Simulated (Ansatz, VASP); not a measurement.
# Two plane-wave programs on LiCl

File INCAR:

```
ALGO     = Normal         # electronic algorithm
EDIFF    = 1E-6           # SCF threshold, eV
EDIFFG   = -0.005         # ionic threshold
ENCUT    = 600            # plane-wave cutoff, eV
GGA      = PS             # functional
IBRION   = 2              # ionic algorithm
ISIF     = 3              # what is computed and relaxed
ISMEAR   = 0              # smearing method
LASPH    = T              # aspherical terms in the spheres
LCHARG   = F              # write CHGCAR
LREAL    = F              # projectors in reciprocal space
LWAVE    = F              # write WAVECAR
NELM     = 60             # most SCF steps
NSW      = 100            # ionic steps
PREC     = Accurate       # precision mode
SIGMA    = 0.02           # smearing width, eV
```

File KPOINTS:

```
k-points
0
Gamma
  8 8 8
```

File POSCAR:

```
LiCl
1.0
    0.0000000000      2.5542304370      2.5542304370
    2.5542304370      0.0000000000      2.5542304370
    2.5542304370      2.5542304370      0.0000000000
Li Cl
1 1
Direct
    0.0000000000      0.0000000000      0.0000000000
    0.5000000000      0.5000000000      0.5000000000
```

Input for Ansatz:

```yaml
crystal:
  lattice:
    - [0.0, 2.554230437, 2.554230437]
    - [2.554230437, 0.0, 2.554230437]
    - [2.554230437, 2.554230437, 0.0]
  atoms:
    - { symbol: Li, position: [0.0, 0.0, 0.0] }
    - { symbol: Cl, position: [0.5, 0.5, 0.5] }
basis:
  ecutwfc: 420
kpoints:
  mp_grid: { grid: [8, 8, 8] }
hamiltonian:
  xc: pbesol
scf:
  occupations: { method: gaussian, width: 0.02 }
output:
  forces: true
  stress: true
  eigenvalues: true
relax:
  adjacent_minimum: "off"
  f_tol: 0.005
  max_steps: 80
  cell: { stress_tol: 0.05 }
```

Alike in both runs: task relaxation of cell and atoms; functional PBEsol; k mesh 8 × 8 × 8; occupations gaussian, width 0.02 eV; no spin polarisation.

```csv
,VASP,Ansatz
version,VASP 6.6.1,Ansatz 0.2.0
potentials or method,"VASP PAW PBE potentials, release 64 (Li_sv, Cl)","scalar-relativistic, plane waves, PAW"
plane-wave cutoff (eV),600,420
valence electrons in the cell,10,10
```

Ansatz gave:

* gap on the k mesh at the Fermi level, each at its own relaxed structure (eV): 6.35
* relaxed volume (Å³/atom): 16.23
* relaxed cell length with the largest relative difference (Å): 3.581
* energy change over the relaxation (meV/atom): -1

**Question.** What did VASP give for the same quantities?

**Answer.** gap on the k mesh at the Fermi level, each at its own relaxed structure (eV): 6.37; relaxed volume (Å³/atom): 16.20; relaxed cell length with the largest relative difference (Å): 3.579; energy change over the relaxation (meV/atom): -1.

Caveats: the cutoff is under 1.25 times the usual one of these potentials, so pressure, stress and relaxed cells hold a basis-set (Pulay) error (VASP); the PAW data sets were made with another functional, which shifts forces and pressure a little (VASP). A k mesh can miss the band edges.
